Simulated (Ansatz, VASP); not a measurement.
BP in VASP and in Ansatz

```xyz
2
Lattice="0.0000 2.2453 2.2453 2.2453 0.0000 2.2453 2.2453 2.2453 0.0000" Properties=species:S:1:pos:R:3 pbc="T T T"
B     0.0000    0.0000    0.0000
P     3.3679    3.3679    3.3679
```

Alike in both runs: functional LDA; k mesh 14 × 14 × 14; occupations gaussian, width 0.02 eV; no spin polarisation.

Ansatz relaxed the structure, and its values are those at the end. VASP's run is a single point on that final structure, the one shown.

|  | VASP | Ansatz |
| --- | --- | --- |
| version | VASP 6.6.1 | Ansatz 0.2.0 |
| potentials or method | VASP PAW LDA potentials, release 64 (B, P) | scalar-relativistic, plane waves, PAW |
| plane-wave cutoff (eV) | 520 | 420 |
| valence electrons in the cell | 8 | 8 |

Ansatz gave:

| Quantity | Value |
| --- | --- |
| gap on the k mesh at the Fermi level (eV) | 1.15 |
| least direct gap on the mesh (eV) | 3.43 |
| pressure (GPa) | 0.0 |

Estimate VASP's values.

gap on the k mesh at the Fermi level (eV): 1.15; least direct gap on the mesh (eV): 3.43; pressure (GPa): -0.1.

Ansatz warned: «pseudo_functional_mismatch».

A k mesh can miss the band edges.
